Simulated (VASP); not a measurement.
# CoO (Fm-3m) in VASP: further runs, part 2 of 2

VASP 6.6.1. The steps go on from the part before.

### Step 4. Relaxation of cell and atoms, r2SCAN, collinear spin, ferromagnetic start

This run uses another cell than the first one, of 9.31 Å³/atom, 0.961 times its volume.

Contents of INCAR:

```
ALGO     = Normal         # electronic algorithm
AMIX     = 0.2          
AMIX_MAG = 0.8          
BMIX     = 1E-4         
BMIX_MAG = 1E-4         
EDIFF    = 1E-7           # SCF threshold, eV
EDIFFG   = -0.005         # ionic threshold
ENCUT    = 600            # plane-wave cutoff, eV
IBRION   = 2              # ionic algorithm
ISIF     = 3              # what is computed and relaxed
ISMEAR   = 0              # smearing method
ISPIN    = 2              # spin polarisation
LASPH    = T              # aspherical terms in the spheres
LCHARG   = F              # write CHGCAR
LMAXMIX  = 4              # l up to which the mixer works
LMIXTAU  = T            
LORBIT   = 11             # projections on sites
LREAL    = F              # projectors in reciprocal space
LWAVE    = F              # write WAVECAR
MAGMOM   = 3 0            # initial moments
METAGGA  = R2SCAN         # meta-GGA
NELM     = 150            # most SCF steps
NSW      = 90             # ionic steps
PREC     = Accurate       # precision mode
SIGMA    = 0.03           # smearing width, eV
```

Contents of KPOINTS:

```
k-points
0
Gamma
  12 12 12
```

Contents of POSCAR:

```
CoO                                     
1.0
    0.0000000000      2.1034721149      2.1034721149
    2.1034721149      0.0000000000      2.1034721149
    2.1034721149      2.1034721149      0.0000000000
  Co              O             
     1     1
Direct
     0.0000000000000000    0.0000000000000000    0.0000000000000000
     0.5000000000000000    0.5000000000000000    0.5000000000000000
```

Potentials or basis: VASP PAW PBE potentials, release 64 (Co, O).

Command:

```sh
cat potpaw_PBE.64/Co/POTCAR potpaw_PBE.64/O/POTCAR > POTCAR
mpirun -np 1 vasp_std > vasp.out
```

OUTCAR:

```text
AMIX = 0.2
   AMIX_MAG = 0.8
   EDIFF = 1E-7
   EDIFFG = -0.005
   ENCUT = 600
   IBRION = 2
   ISIF = 3
   ISMEAR = 0
   ISPIN = 2
   LASPH = T
   LORBIT = 11
   LREAL = F
   METAGGA = R2SCAN
   NELM = 150
   NSW = 90
   PREC = Accurate

 ion  position               nearest neighbor table
   1  0.000  0.000  0.000-   2 2.10   2 2.10   2 2.10   2 2.10   2 2.10   2 2.10
   2  0.500  0.500  0.500-   1 2.10   1 2.10   1 2.10   1 2.10   1 2.10   1 2.10

  LATTYP: Found a face centered cubic cell.
 ALAT       =     4.2069442298

  Lattice vectors:

 A1 = (   0.0000000000,   2.1034721149,   2.1034721149)
 A2 = (   2.1034721149,   0.0000000000,   2.1034721149)
 A3 = (   2.1034721149,   2.1034721149,   0.0000000000)

Analysis of symmetry for initial positions (statically):
=====================================================================
 Subroutine PRICEL returns:
[... 962 lines left out ...]
      9      11.8915      0.00000
     10      16.1071      0.00000
     11      19.5176      0.00000
     12      21.5753      0.00000
     13      24.1576      0.00000

 [... further k-points ...]

------------------------ aborting loop because EDIFF is reached ----------------------------------------

  FORCE on cell =-STRESS in cart. coord.  units (eV):
  Direction    XX          YY          ZZ          XY          YZ          ZX
  --------------------------------------------------------------------------------------
  -------------------------------------------------------------------------------------
  Total        0.0031740      0.0031740      0.0031740     -0.0000000     -0.0000000      0.0000000
  in kB        0.2731988      0.2731988      0.2731988     -0.0000000     -0.0000000      0.0000000
  external PRESSURE =       0.2731988 kB  Pullay stress =       0.0000000 kB

 VOLUME and BASIS-vectors are now :
 -----------------------------------------------------------------------------
  energy-cutoff  :      600.00
  volume of cell :       18.61
      direct lattice vectors                 reciprocal lattice vectors
     0.000000000  2.103472115  2.103472115    -0.237702224  0.237702224  0.237702224
     2.103472115  0.000000000  2.103472115     0.237702224 -0.237702224  0.237702224
     2.103472115  2.103472115  0.000000000     0.237702224  0.237702224 -0.237702224

 POSITION                                       TOTAL-FORCE (eV/Angst)
 -----------------------------------------------------------------------------------
      0.00000      0.00000      0.00000         0.000000      0.000000      0.000000
      2.10347      2.10347      2.10347        -0.000000     -0.000000     -0.000000
 -----------------------------------------------------------------------------------
    total drift:                                0.000000     -0.000000     -0.000000

  FREE ENERGIE OF THE ION-ELECTRON SYSTEM (eV)
  ---------------------------------------------------
  free  energy   TOTEN  =       -21.0678991528 eV

  energy  without entropy=      -21.0661896607  energy(sigma->0) =      -21.06704441

 reached required accuracy - stopping structural energy minimisation

 total charge

# of ion       s       p       d       tot
------------------------------------------
    1        0.308   0.393   7.129   7.829
    2        1.553   3.498   0.000   5.051
--------------------------------------------------
tot          1.861   3.891   7.129  12.880

 magnetization (x)

# of ion       s       p       d       tot
------------------------------------------
    1        0.024   0.020   2.645   2.689
    2        0.030   0.264   0.000   0.294
--------------------------------------------------
tot          0.054   0.284   2.645   2.983
```

Wall time 1.9 min (1 thread of AMD EPYC 9R45 (Zen 5), shared host); peak memory 0.15 GiB.

Results:

| Quantity | Value |
| --- | --- |
| Free energy | -21.0679 eV |
| Pressure after relaxing | 0.0 GPa |
| Band gap on the k mesh | none (metal or under the smearing width) |
| Net moment | 3.00 μB per cell |
| Site moments | Co +2.69; O +0.29 μB |
| Valence electrons inside the program's atomic spheres | Co 7.83; O 5.05 |

Final structure:
```
Co O
1.0
     0.00000    2.10347    2.10347
     2.10347    0.00000    2.10347
     2.10347    2.10347    0.00000
Co O
1 1
Direct
  0.00000 0.00000 0.00000
  0.50000 0.50000 0.50000
```

Levels at points of the mesh, in eV from the Fermi level:
Spin up:
| k point | band 6 | band 7 | band 8 | band 9 | band 10 | band 11 | band 12 | band 13 |
| --- | --- | --- | --- | --- | --- | --- | --- | --- |
| (0.00, 0.00, 0.00) | -3.70 | -3.46 | -3.46 | -3.46 | 1.58 | 17.67 | 18.94 | 18.94 |
| (0.50, 0.00, 0.00) | -3.00 | -2.33 | -0.26 | -0.26 | 5.65 | 10.36 | 14.35 | 14.35 |
| (0.50, 0.50, 0.00) | -3.73 | -3.16 | -2.69 | -2.69 | 6.60 | 10.80 | 12.17 | 17.09 |
Spin down:
| k point | band 3 | band 4 | band 5 | band 6 | band 7 | band 8 | band 9 | band 10 |
| --- | --- | --- | --- | --- | --- | --- | --- | --- |
| (0.00, 0.00, 0.00) | -2.73 | -2.73 | -1.19 | -1.19 | -1.19 | 0.96 | 0.96 | 2.39 |
| (0.50, 0.00, 0.00) | -4.85 | -4.85 | -0.12 | -0.12 | 0.21 | 3.74 | 3.75 | 6.12 |
| (0.50, 0.50, 0.00) | -4.10 | -4.10 | -2.35 | 0.10 | 0.10 | 1.51 | 2.05 | 7.71 |

Caveat: the relaxation stopped at its first step, so nothing moved; the PAW data sets were made with another functional, which shifts forces and pressure a little; a cell with one magnetic atom can't hold antiferromagnetic order, which such compounds often take; semilocal functionals often make such compounds metallic where correlation or magnetic order opens a gap, which also shifts bond lengths. With open d or f shells a metallic result of r2SCAN can be an artefact of self-interaction; +U or a hybrid may open a gap.
